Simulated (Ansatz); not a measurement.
The system is KI.

```
I K
1.0
     0.00000    3.53277    3.53277
     3.53277    0.00000    3.53277
     3.53277    3.53277    0.00000
I K
1 1
Direct
  0.50000 0.50000 0.50000
  0.00000 0.00000 0.00000
```

Base run:

```yaml
Program: Ansatz 0.2.0
Functional: PBEsol
Potentials_or_basis: all-electron LAPW, scalar-relativistic
Cutoff: 116 eV
Density_cutoff: 464 eV
Basis_error_allowed: 0.001 eV/atom
k_mesh: 7 × 7 × 7
Occupations: fermi-dirac, width 0.05 eV
Spin: no spin polarisation
```

Its results: band gap on the k mesh 3.82 eV, direct; pressure -0.3 GPa.

Question: The run is repeated on the same cell with these changes: functional from PBEsol to PBE. What comes out?

Answer: Band gap on the k mesh 3.97 eV, direct; pressure 0.6 GPa.

PBE binds less tightly than PBEsol, so the same cell stands under more pressure.

Caveats: spin-orbit coupling is left out, which moves the levels of the heavy elements; an odd mesh through Γ misses points on the zone boundary, where band edges often lie (some runs).

Not every run made on this cell is shown here.
